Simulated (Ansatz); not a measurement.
Consider CsBr in the CsCl type structure (space group Pm-3m, No. 221; a = 4.242 Å). Axes: x, y, z lie along the cube axes.

Computed with plane-wave PAW DFT at the PBEsol level (Ansatz, a program for electronic structure, 420 eV), no SOC.

Before the change:

| Property | Value |
|---|---|
| Valley order | Γ 4.45 eV; M along ⟨110⟩ 5.16 eV |
| Electron mass | 0.29 mₑ (at Γ) |
| Valence-band top at Γ | 0.00, 0.00, 0.00 eV |

Modification: uniaxial strain ε_xx = +1.63 %, all other strain components held at zero; the atoms relax in the strained cell.

**Question.** How does this affect the valley order, electron mass and valence-band top at Γ?

**Answer.** The valley order (the lowest conduction-band minima on the path, energy above the VBM, named in the base's zone) becomes Γ 4.36 eV; M along [101] 5.12 eV; M along [011] 5.16 eV (base: Γ 4.45 eV; M along ⟨110⟩ 5.16 eV); the electron mass becomes 0.30 mₑ (at Γ) (base: 0.29 mₑ (at Γ)); the valence-band top at Γ (three highest levels, from the VBM) goes from 0.00, 0.00, 0.00 eV to 0.00, 0.00, -0.06 eV.

The levels and masses belong to the bands next to the band gap. Effective masses come from finite differences of ±0.01 Å⁻¹. Stability against distortions was not tested.
